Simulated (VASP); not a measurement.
Write the native input for VASP 6.6.1 that does the following.

```
Task                   : relaxation of cell and atoms
Functional             : PBEsol
Potentials or basis    : VASP PAW PBE potentials, release 64 (Ge)
Cutoff                 : 300 eV
k mesh                 : 8 × 8 × 8
Occupations            : gaussian, width 0.02 eV
Spin                   : no spin polarisation
Further INCAR settings : ALGO = Normal; EDIFF = 1e-06; IBRION = 2; EDIFFG = -0.02; NSW = 60; ISIF = 3
```

The structure of Ge lies in POSCAR:

```
Ge
1.0
    0.0000000000      2.8475000000      2.8475000000
    2.8475000000      0.0000000000      2.8475000000
    2.8475000000      2.8475000000      0.0000000000
Ge
2
Direct
    0.0000000000      0.0000000000      0.0000000000
    0.2500000000      0.2500000000      0.2500000000
```

These files were run (other wordings do the same):

INCAR

```
PREC = Accurate
ENCUT = 300
EDIFF = 1E-6
ISMEAR = 0
SIGMA = 0.02
LREAL = False
LASPH = True
NELM = 60
ALGO = Normal
ISIF = 3
LWAVE = False
LCHARG = False
GGA = PS
IBRION = 2
NSW = 60
EDIFFG = -0.02
```

KPOINTS

```
Automatic mesh
0
Gamma
  8 8 8
```

Potentials or basis: VASP PAW PBE potentials, release 64 (Ge).

The run is started by

```bash
$ cat potpaw_PBE.64/Ge/POTCAR > POTCAR
$ mpirun -np 1 vasp_std > vasp.out
```

Results of the run:

```yaml
Relaxed_volume: 23.19 Å³/atom
Relaxed_cell: a = 4.033 Å, b = 4.033 Å, c = 4.033 Å, α = 60.00°, β = 60.00°, γ = 60.00°
Space_group_after_relaxing_to_0.05_Å: Fd-3m (No. 227)
Energy_gained_by_relaxing: 0.0 meV/atom
Ionic_steps: 2
Pressure_after_relaxing: -0.1 GPa
Band_gap_on_the_k_mesh: none (metal or under the smearing width)
```

Caveat: the PAW data sets were made with another functional, which shifts forces and pressure a little; this crystal is a semiconductor, whose small gap the functional closes, so the metal is an error of the method.

It took 3.9 s on 1 thread of Intel(R) Xeon(R) 6975P-C (Granite Rapids), on a shared host, peak memory 0.13 GiB.
